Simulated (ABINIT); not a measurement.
Runs of ABINIT 10.8.3 (patched build) on HgTe (Coloradoite). The structure is cubic, space group F-43m (No. 216). Conventional cell: a = 6.429 Å, b = 6.429 Å, c = 6.429 Å, α = 90.00°, β = 90.00°, γ = 90.00°. Hg (site symmetry -43m) has 4 Te at 2.78 Å as nearest neighbours. Around Te (site symmetry -43m) lie 4 Hg at 2.78 Å. 

```csv
level,potentials or basis,k mesh,cutoff (eV),share of exact exchange,most SCF steps,mesh quality,gap on the mesh (eV),pressure (GPa)
PBE0,SG15 NC PBE v1.2,3 × 3 × 3,707,0.5,60,coarse,2.62,(b)
PBE0,SG15 NC PBE v1.2,3 × 3 × 3,707,0.05,60,coarse,none,5.5
PBE0,SG15 NC PBE v1.2,3 × 3 × 3,707,0.25,60,coarse,(a),2.9
PBE,PseudoDojo NC SR PBE v0.4.1 standard,5 × 5 × 5,952,-,-,not flagged,none,4.7
PBE0,SG15 NC PBE v1.2,3 × 3 × 3,707,0.15,60,coarse,(c),4.5
PBE0,SG15 NC PBE v1.2,3 × 3 × 3,707,0.35,60,coarse,1.54,2.0
```

Alike in all rows: task single point; no spin polarisation; cell as given; smearing fermi-dirac 0.05 eV.

Fill in the values left out.

(a) 0.85; (b) 0.5; (c) 0.42.

Caveats: some runs use coarse meshes; exact exchange is summed on a coarse mesh, which widens gaps by tenths of an eV (some runs); the potentials were made for another functional, which shifts forces and pressure (some runs); spin-orbit coupling is left out, which moves the levels of the heavy elements (some runs).

A k mesh can miss the band edges, and the runs leave out spin-orbit coupling on Hg, Te.

A gap of «none» marks a metal or a gap under the smearing width.
